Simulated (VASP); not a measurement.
# C (R-3m) in VASP: a series of runs

Runs on C. Level: LDA. Tasks: single point.

Program: VASP 6.6.1. These are calculated values, not measurements. Logs are shortened: lines on timing, memory, paths and dates and some standing lists are left out, and cuts for length are marked.

### 1 The crystal as given

Symmetry: R-3m, No. 166, trigonal system. The conventional cell has a = 2.466 Å, b = 2.466 Å, c = 24.848 Å, α = 90.00°, β = 90.00°, γ = 120.00°. C (site symmetry 3m) has 3 C at 1.42 Å as nearest neighbours. Around C (site symmetry 3m) lie 3 C at 1.42 Å.

This isn't the form of C at room conditions, which is graphite.

### 2 Single point, LDA

Input file INCAR:

```
SYSTEM = C
PREC = Accurate
ENCUT = 460
EDIFF = 0.01
ISMEAR = 0
SIGMA = 0.05
LREAL = .FALSE.
LASPH = .TRUE.
NELM = 100
ALGO = Normal
ISIF = 2
LWAVE = .FALSE.
LCHARG = .FALSE.
GGA = CA
ADDGRID = .FALSE.
```

Input file KPOINTS:

```
Automatic mesh
0
G
  5 5 5
  0 0 0
```

Input file POSCAR:

```
C
1.0
    1.2331880975      0.7119814801      8.2826151019
   -1.2331880975      0.7119814801      8.2826151019
    0.0000000000     -1.4239629601      8.2826151019
C
4
Direct
    0.0871730800      0.0871730800      0.0871730800
    0.7538500600      0.7538500600      0.7538500600
    0.2461499400      0.2461499400      0.2461499400
    0.9128269200      0.9128269200      0.9128269200
```

Potentials or basis: VASP PAW LDA potentials, release 64 (C).

Started as:

```bash
cat potpaw_LDA.64/C/POTCAR > POTCAR
mpirun -np 1 vasp_std > vasp.out
```

OUTCAR:

```text
SYSTEM = C
   PREC = Accurate
   ENCUT = 460
   EDIFF = 0.01
   ISMEAR = 0
   LREAL = .FALSE.
   LASPH = .TRUE.
   NELM = 100
   ISIF = 2
   GGA = CA

 Found     19 irreducible k-points:

 Following reciprocal coordinates:
            Coordinates               Weight
  0.000000  0.000000  0.000000      1.000000
  0.200000  0.000000  0.000000      6.000000
  0.400000  0.000000  0.000000      6.000000
  0.200000  0.200000  0.000000      6.000000
  0.400000  0.200000  0.000000     12.000000
 -0.400000  0.200000  0.000000     12.000000
   k-points           NKPTS =     19   k-points in BZ     NKDIM =     19   number of bands    NBANDS=     12
   number of dos      NEDOS =    301   number of ions     NIONS =      4
   total plane-waves  NPLWV = 216000
   dimension x,y,z NGX =    60 NGY =   60 NGZ =   60
   dimension x,y,z NGXF=   120 NGYF=  120 NGZF=  120
   ions per type =               4
   NGX,Y,Z   is equivalent  to a cutoff of  11.87, 11.87, 11.87 a.u.
   NGXF,Y,Z  is equivalent  to a cutoff of  23.74, 23.74, 23.74 a.u.
 SYSTEM =  C
   PREC   = accura    normal or accurate (medium, high low for compatibility)
   ISTART =      0    job   : 0-new  1-cont  2-samecut
   ICHARG =      2    charge: 1-file 2-atom 10-const
   ISPIN  =      1    spin polarized calculation?
   LNONCOLLINEAR =      F non collinear calculations
   LSORBIT =      F    spin-orbit coupling
   LASPH  =      T    aspherical Exc in radial PAW
   ENCUT  =  460.0 eV  33.81 Ry    5.81 a.u.  14.70 14.70 14.70*2*pi/ulx,y,z
   NELM   =    100;   NELMIN=  2; NELMDL= -5     # of ELM steps
   EDIFF  = 0.1E-01   stopping-criterion for ELM
   LREAL  =      F    real-space projection
   EDIFFG = 0.1E+00   stopping-criterion for IOM
   NSW    =      0    number of steps for IOM
   IBRION =     -1    ionic relax: 0-MD 1-quasi-New 2-CG
   NFREE  =      0    steps in history (QN), initial steepest desc. (CG)
   ISIF   =      2    stress and relaxation
   ISYM   =      2    0-nonsym 1-usesym 2-fastsym
   POTIM  = 0.5000    time-step for ionic-motion
   TEBEG  =    0.0;   TEEND  =   0.0 temperature during run
   PSTRESS=    0.0 pullay stress
   NELECT =      16.0000    total number of electrons
   NUPDOWN=      -1.0000    fix difference up-down
   EMIN   =  10.00;   EMAX   =-10.00  energy-range for DOS
   EFERMI =   0.00;   METHOD = LEGACY
   ISMEAR =     0;   SIGMA  =   0.05  broadening in eV -4-tet -1-fermi 0-gaus
   EFERMI_NEDOS =   21; number of points for ismear=-14 and -15
   IALGO  =     38    algorithm
   IMIX   =      4    mixing-type and parameters
     AMIX     =   0.40;   BMIX     =  1.00
     AMIX_MAG =   1.60;   BMIX_MAG =  1.00
  volume/ion in A,a.u.               =      10.91        73.61
  Fermi-wavevector in a.u.,A,eV,Ry     =   1.171771  2.214325 18.681428  1.373046
  Thomas-Fermi vector in A             =   2.308209
   LORBIT       =      0    0 simple, 1 ext, 2 COOP (PROOUT), +10 PAW based schemes
   GGA     = CA    functional components
   LHFCALC =     F    Hartree Fock is set to
   AEXX    =    0.0000 exact exchange contribution
   IVDW    =     0    specifies the selected vdW correction
   LEPSILON=     F    determine dielectric tensor
   LRPA    =     F    only Hartree local field effects (RPA)
 non-spin polarized calculation
 Gauss-broadening in eV      SIGMA  =   0.05
  energy-cutoff  :      460.00
  volume of cell :       43.63
 maximum number of plane-waves:      1010
   NGX = 29   NGY = 29   NGZ = 29

 number of electron      15.9999999 magnetization

 Free energy of the ion-electron system (eV)
  ---------------------------------------------------
  ext. energy  EPLUGINS =         0.00000000
  ---------------------------------------------------
  free energy    TOTEN  =       -40.32856454 eV

  energy without entropy =      -40.32856454  energy(sigma->0) =      -40.32856454

 E-fermi :   1.7181     XC(G=0):  -9.3918

 val. band max:        1.4669872087   @ k =  -0.4000   0.2000   0.0000
 cond. band min:       3.9222265495   @ k =  -0.4000   0.2000   0.0000
 fundamental gap:      2.4552393408
 Fermi energy:         1.7181249097

 k-point     1 :       0.0000    0.0000    0.0000
  band No.  band energies     occupation
      1     -16.5249      2.00000
      2     -16.4677      2.00000
      3      -5.1448      2.00000
      4      -4.4947      2.00000
      5      -0.2538      2.00000
      6      -0.2538      2.00000
      7      -0.2522      2.00000
      8      -0.2522      2.00000
      9       5.6048      0.00000
     10       9.2895      0.00000
     11      11.0470      0.00000
     12      11.0533      0.00000

 k-point     2 :       0.2000    0.0000    0.0000
  band No.  band energies     occupation
      1     -15.5881      2.00000
      2     -15.5359      2.00000
      3      -4.0068      2.00000
      4      -3.4010      2.00000
      5      -3.2859      2.00000
      6      -3.2770      2.00000
      7      -1.7372      2.00000
      8      -1.7342      2.00000
      9       6.8581      0.00000
     10      10.1948      0.00000
     11      11.0066      0.00000
     12      11.0237      0.00000
[... 31 lines left out ...]
 k-point     5 :       0.4000    0.2000    0.0000
  band No.  band energies     occupation
      1     -13.7492      2.00000
      2     -13.7106      2.00000
      3      -6.0199      2.00000
      4      -6.0069      2.00000
      5      -4.6674      2.00000
      6      -4.6575      2.00000
      7      -1.8032      2.00000
      8      -1.3526      2.00000
      9       7.5904      0.00000
     10       7.7634      0.00000
     11       9.4838      0.00000
     12      11.7824      0.00000

 k-point     6 :      -0.4000    0.2000    0.0000
  band No.  band energies     occupation
      1     -10.6553      2.00000
      2     -10.6258      2.00000
      3      -9.7843      2.00000
      4      -9.7599      2.00000
      5      -6.0186      2.00000
      6      -6.0092      2.00000
      7       1.1536      2.00000
      8       1.4670      2.00000
      9       3.9222      0.00000
     10       4.2437      0.00000
     11      13.2437      0.00000
     12      13.5851      0.00000

 [... further k-points ...]

------------------------ aborting loop because EDIFF is reached ----------------------------------------

  FORCE on cell =-STRESS in cart. coord.  units (eV):
  Direction    XX          YY          ZZ          XY          YZ          ZX
  --------------------------------------------------------------------------------------
  -------------------------------------------------------------------------------------
  Total       -2.0242753     -2.0242753      0.5315708      0.0000000      0.0000000     -0.0000000
  in kB      -74.3298751    -74.3298751     19.5188842      0.0000000      0.0000000     -0.0000000
  external PRESSURE =     -43.0469553 kB  Pullay stress =       0.0000000 kB

 VOLUME and BASIS-vectors are now :
 -----------------------------------------------------------------------------
  energy-cutoff  :      460.00
  volume of cell :       43.63
      direct lattice vectors                 reciprocal lattice vectors
     1.233188098  0.711981480  8.282615102     0.405453151  0.234088486  0.040244938
    -1.233188098  0.711981480  8.282615102    -0.405453151  0.234088486  0.040244938
     0.000000000 -1.423962960  8.282615102     0.000000000 -0.468176972  0.040244938

 POSITION                                       TOTAL-FORCE (eV/Angst)
 -----------------------------------------------------------------------------------
      0.00000      0.00000      2.16606         0.000000     -0.000000     -0.004687
      0.00000      0.00000     18.73155         0.000000     -0.000000     -0.012456
      0.00000      0.00000      6.11630         0.000000      0.000000      0.012456
      0.00000      0.00000     22.68178         0.000000      0.000000      0.004687
 -----------------------------------------------------------------------------------
    total drift:                               -0.000000     -0.000000     -0.000000

  FREE ENERGIE OF THE ION-ELECTRON SYSTEM (eV)
  ---------------------------------------------------
  free  energy   TOTEN  =       -40.3285645400 eV

  energy  without entropy=      -40.3285645400  energy(sigma->0) =      -40.32856454
```

OSZICAR:

```text
N       E                     dE             d eps       ncg     rms          rms(c)
DAV:   1     0.487548275611E+02    0.48755E+02   -0.75175E+03   456   0.108E+03
DAV:   2    -0.379938107735E+02   -0.86749E+02   -0.77910E+02   648   0.220E+02
DAV:   3    -0.430584729625E+02   -0.50647E+01   -0.50104E+01   568   0.543E+01
DAV:   4    -0.431509007170E+02   -0.92428E-01   -0.92275E-01   592   0.829E+00
DAV:   5    -0.431535595770E+02   -0.26589E-02   -0.26564E-02   520   0.130E+00    0.919E+00
DAV:   6    -0.410305275516E+02    0.21230E+01   -0.20912E+00   524   0.994E+00    0.526E+00
DAV:   7    -0.403255094671E+02    0.70502E+00   -0.23739E+00   532   0.106E+01    0.137E+00
DAV:   8    -0.403285645400E+02   -0.30551E-02   -0.79636E-02   548   0.202E+00
   1 F= -.40328565E+02 E0= -.40328565E+02  d E =-.299575E-13
```

It took 18 s on 1 thread of Intel Xeon 6975P-C (Granite Rapids), shared host; peak memory 0.31 GiB.

These settings aren't checked as converged: the numbers below hold their error.

What came out:

* Free energy: -40.3286 eV
* Pressure: -4.3 GPa
* Largest force: 0.012 eV/Å
* Band gap on the k mesh: 2.46 eV, direct

Caveat: the k mesh is coarse (spacing up to 0.59 Å⁻¹), so the values aren't converged; the cutoff is under 1.25 times the usual one of these potentials, so pressure, stress and relaxed cells hold a basis-set (Pulay) error; an odd mesh through Γ misses points on the zone boundary, where band edges often lie.

### 3 Single point, LDA

Edit INCAR of step 2 so:

```diff
@@ -3,3 +3,3 @@
 ENCUT = 460
-EDIFF = 0.01
+EDIFF = 0.001
 ISMEAR = 0
```

KPOINTS is that of step 2.

POSCAR is that of step 2.

Potentials or basis: VASP PAW LDA potentials, release 64 (C).

Started as:

```bash
cat potpaw_LDA.64/C/POTCAR > POTCAR
mpirun -np 1 vasp_std > vasp.out
```

OUTCAR:

```text
SYSTEM = C
   PREC = Accurate
   ENCUT = 460
   EDIFF = 0.001
   ISMEAR = 0
   LREAL = .FALSE.
   LASPH = .TRUE.
   NELM = 100
   ISIF = 2
   GGA = CA

 Found     19 irreducible k-points:

 Following reciprocal coordinates:
            Coordinates               Weight
  0.000000  0.000000  0.000000      1.000000
  0.200000  0.000000  0.000000      6.000000
  0.400000  0.000000  0.000000      6.000000
  0.200000  0.200000  0.000000      6.000000
  0.400000  0.200000  0.000000     12.000000
 -0.400000  0.200000  0.000000     12.000000
   k-points           NKPTS =     19   k-points in BZ     NKDIM =     19   number of bands    NBANDS=     12
   number of dos      NEDOS =    301   number of ions     NIONS =      4
   total plane-waves  NPLWV = 216000
   dimension x,y,z NGX =    60 NGY =   60 NGZ =   60
   dimension x,y,z NGXF=   120 NGYF=  120 NGZF=  120
   ions per type =               4
   NGX,Y,Z   is equivalent  to a cutoff of  11.87, 11.87, 11.87 a.u.
   NGXF,Y,Z  is equivalent  to a cutoff of  23.74, 23.74, 23.74 a.u.
 SYSTEM =  C
   PREC   = accura    normal or accurate (medium, high low for compatibility)
   ISTART =      0    job   : 0-new  1-cont  2-samecut
   ICHARG =      2    charge: 1-file 2-atom 10-const
   ISPIN  =      1    spin polarized calculation?
   LNONCOLLINEAR =      F non collinear calculations
   LSORBIT =      F    spin-orbit coupling
   LASPH  =      T    aspherical Exc in radial PAW
   ENCUT  =  460.0 eV  33.81 Ry    5.81 a.u.  14.70 14.70 14.70*2*pi/ulx,y,z
   NELM   =    100;   NELMIN=  2; NELMDL= -5     # of ELM steps
   EDIFF  = 0.1E-02   stopping-criterion for ELM
   LREAL  =      F    real-space projection
   EDIFFG = 0.1E-01   stopping-criterion for IOM
   NSW    =      0    number of steps for IOM
   IBRION =     -1    ionic relax: 0-MD 1-quasi-New 2-CG
   NFREE  =      0    steps in history (QN), initial steepest desc. (CG)
   ISIF   =      2    stress and relaxation
   ISYM   =      2    0-nonsym 1-usesym 2-fastsym
   POTIM  = 0.5000    time-step for ionic-motion
   TEBEG  =    0.0;   TEEND  =   0.0 temperature during run
   PSTRESS=    0.0 pullay stress
   NELECT =      16.0000    total number of electrons
   NUPDOWN=      -1.0000    fix difference up-down
   EMIN   =  10.00;   EMAX   =-10.00  energy-range for DOS
   EFERMI =   0.00;   METHOD = LEGACY
   ISMEAR =     0;   SIGMA  =   0.05  broadening in eV -4-tet -1-fermi 0-gaus
[... 22 lines left out ...]
 number of electron      15.9999999 magnetization

 Free energy of the ion-electron system (eV)
  ---------------------------------------------------
  ext. energy  EPLUGINS =         0.00000000
  ---------------------------------------------------
  free energy    TOTEN  =       -40.32797645 eV

  energy without entropy =      -40.32797645  energy(sigma->0) =      -40.32797645

 E-fermi :   1.7455     XC(G=0):  -9.3854

 val. band max:        1.4899017225   @ k =  -0.4000   0.2000   0.0000
 cond. band min:       3.9432213324   @ k =  -0.4000   0.2000   0.0000
 fundamental gap:      2.4533196099
 Fermi energy:         1.7454698844

 k-point     1 :       0.0000    0.0000    0.0000
  band No.  band energies     occupation
      1     -16.4961      2.00000
      2     -16.4385      2.00000
      3      -5.1283      2.00000
      4      -4.4751      2.00000
      5      -0.2146      2.00000
      6      -0.2146      2.00000
      7      -0.2130      2.00000
      8      -0.2130      2.00000
      9       5.6022      0.00000
     10       9.2087      0.00000
     11      11.0784      0.00000
     12      11.0852      0.00000
[... 61 lines left out ...]
 k-point     6 :      -0.4000    0.2000    0.0000
  band No.  band energies     occupation
      1     -10.6229      2.00000
      2     -10.5933      2.00000
      3      -9.7528      2.00000
      4      -9.7282      2.00000
      5      -5.9848      2.00000
      6      -5.9754      2.00000
      7       1.1749      2.00000
      8       1.4899      2.00000
      9       3.9432      0.00000
     10       4.2666      0.00000
     11      13.2291      0.00000
     12      13.6034      0.00000

 [... further k-points ...]

------------------------ aborting loop because EDIFF is reached ----------------------------------------

  FORCE on cell =-STRESS in cart. coord.  units (eV):
  Direction    XX          YY          ZZ          XY          YZ          ZX
  --------------------------------------------------------------------------------------
  -------------------------------------------------------------------------------------
  Total       -2.0325268     -2.0325268      0.0586068      0.0000000      0.0000000     -0.0000000
  in kB      -74.6328652    -74.6328652      2.1519972      0.0000000      0.0000000     -0.0000000
  external PRESSURE =     -49.0379111 kB  Pullay stress =       0.0000000 kB

 VOLUME and BASIS-vectors are now :
 -----------------------------------------------------------------------------
  energy-cutoff  :      460.00
  volume of cell :       43.63
      direct lattice vectors                 reciprocal lattice vectors
     1.233188098  0.711981480  8.282615102     0.405453151  0.234088486  0.040244938
    -1.233188098  0.711981480  8.282615102    -0.405453151  0.234088486  0.040244938
     0.000000000 -1.423962960  8.282615102     0.000000000 -0.468176972  0.040244938

 POSITION                                       TOTAL-FORCE (eV/Angst)
 -----------------------------------------------------------------------------------
      0.00000      0.00000      2.16606         0.000000      0.000000      0.001357
      0.00000      0.00000     18.73155         0.000000     -0.000000     -0.006563
      0.00000      0.00000      6.11630         0.000000      0.000000      0.006563
      0.00000      0.00000     22.68178         0.000000     -0.000000     -0.001357
 -----------------------------------------------------------------------------------
    total drift:                               -0.000000     -0.000000     -0.000000

  FREE ENERGIE OF THE ION-ELECTRON SYSTEM (eV)
  ---------------------------------------------------
  free  energy   TOTEN  =       -40.3279764497 eV

  energy  without entropy=      -40.3279764497  energy(sigma->0) =      -40.32797645
```

stdout:

```text
POSCAR found type information on POSCAR C
 POSCAR found :  1 types and       4 ions
 scaLAPACK will be used
 LDA part: xc-table for (Slater(with rela. corr.)+CA(PZ))
 , standard interpolation
 POSCAR, INCAR and KPOINTS ok, starting setup
 FFT: planning ... GRIDC
 FFT: planning ... GRID_SOFT
 FFT: planning ... GRID
 WAVECAR not read
 entering main loop
```

It took 18 s on 1 thread of Intel Xeon 6975P-C (Granite Rapids), shared host; peak memory 0.31 GiB.

These settings aren't checked as converged: the numbers below hold their error.

Results:

* Free energy: -40.3280 eV
* Pressure: -4.9 GPa
* Largest force: 0.007 eV/Å
* Band gap on the k mesh: 2.45 eV, direct

Caveat: the k mesh is coarse (spacing up to 0.59 Å⁻¹), so the values aren't converged; the cutoff is under 1.25 times the usual one of these potentials, so pressure, stress and relaxed cells hold a basis-set (Pulay) error; an odd mesh through Γ misses points on the zone boundary, where band edges often lie.

### 4 Single point, LDA

Edit INCAR of step 3 so:

```diff
@@ -3,3 +3,3 @@
 ENCUT = 460
-EDIFF = 0.001
+EDIFF = 1E-4
 ISMEAR = 0
```

KPOINTS is that of step 3.

POSCAR is that of step 3.

Started as:

```bash
cat potpaw_LDA.64/C/POTCAR > POTCAR
mpirun -np 1 vasp_std > vasp.out
```

Run time: 22 s. Hardware: 1 thread of Intel Xeon 6975P-C (Granite Rapids), shared host; peak memory 0.32 GiB.

The run converged, but some of its settings lie outside the range that counts as converged, so its numbers aren't taken as properties of the crystal.

What came out:

- Free energy: -40.3281 eV
- Pressure: -5.4 GPa
- Largest force: 0.007 eV/Å
- Band gap on the k mesh: 2.45 eV, direct

Caveat: the k mesh is coarse (spacing up to 0.59 Å⁻¹), so the values aren't converged; the cutoff is under 1.25 times the usual one of these potentials, so pressure, stress and relaxed cells hold a basis-set (Pulay) error; an odd mesh through Γ misses points on the zone boundary, where band edges often lie.

### 5 Single point, LDA

Edit INCAR of step 4 so:

```diff
@@ -3,3 +3,3 @@
 ENCUT = 460
-EDIFF = 1E-4
+EDIFF = 1E-5
 ISMEAR = 0
```

KPOINTS is that of step 4.

POSCAR is that of step 4.

Started as:

```bash
cat potpaw_LDA.64/C/POTCAR > POTCAR
mpirun -np 1 vasp_std > vasp.out
```

Wall time 24 s (1 thread of Intel Xeon 6975P-C (Granite Rapids), shared host); peak memory 0.32 GiB.

The run converged, but some of its settings lie outside the range that counts as converged, so its numbers aren't taken as properties of the crystal.

Results:

| Property | Result |
| --- | --- |
| Free energy | -40.3281 eV |
| Pressure | -5.4 GPa |
| Largest force | 0.006 eV/Å |
| Band gap on the k mesh | 2.45 eV, direct |

Caveat: the k mesh is coarse (spacing up to 0.59 Å⁻¹), so the values aren't converged; the cutoff is under 1.25 times the usual one of these potentials, so pressure, stress and relaxed cells hold a basis-set (Pulay) error; an odd mesh through Γ misses points on the zone boundary, where band edges often lie.

### 6 Single point, LDA

Edit INCAR of step 5 so:

```diff
@@ -3,3 +3,3 @@
 ENCUT = 460
-EDIFF = 1E-5
+EDIFF = 1E-6
 ISMEAR = 0
@@ -14,2 +14,2 @@
 GGA = CA
-ADDGRID = .FALSE.
+ADDGRID = .TRUE.
```

KPOINTS is that of step 5.

POSCAR is that of step 5.

Potentials or basis: VASP PAW LDA potentials, release 64 (C).

Started as:

```bash
cat potpaw_LDA.64/C/POTCAR > POTCAR
mpirun -np 1 vasp_std > vasp.out
```

It took 40 s on 1 thread of Intel Xeon 6975P-C (Granite Rapids), shared host; peak memory 0.63 GiB.

These settings aren't checked as converged: the numbers below hold their error.

Results:

| Property | Result |
| --- | --- |
| Free energy | -40.3281 eV |
| Pressure | -5.4 GPa |
| Largest force | 0.004 eV/Å |
| Band gap on the k mesh | 2.45 eV, direct |

Caveat: the k mesh is coarse (spacing up to 0.59 Å⁻¹), so the values aren't converged; the cutoff is under 1.25 times the usual one of these potentials, so pressure, stress and relaxed cells hold a basis-set (Pulay) error; an odd mesh through Γ misses points on the zone boundary, where band edges often lie.
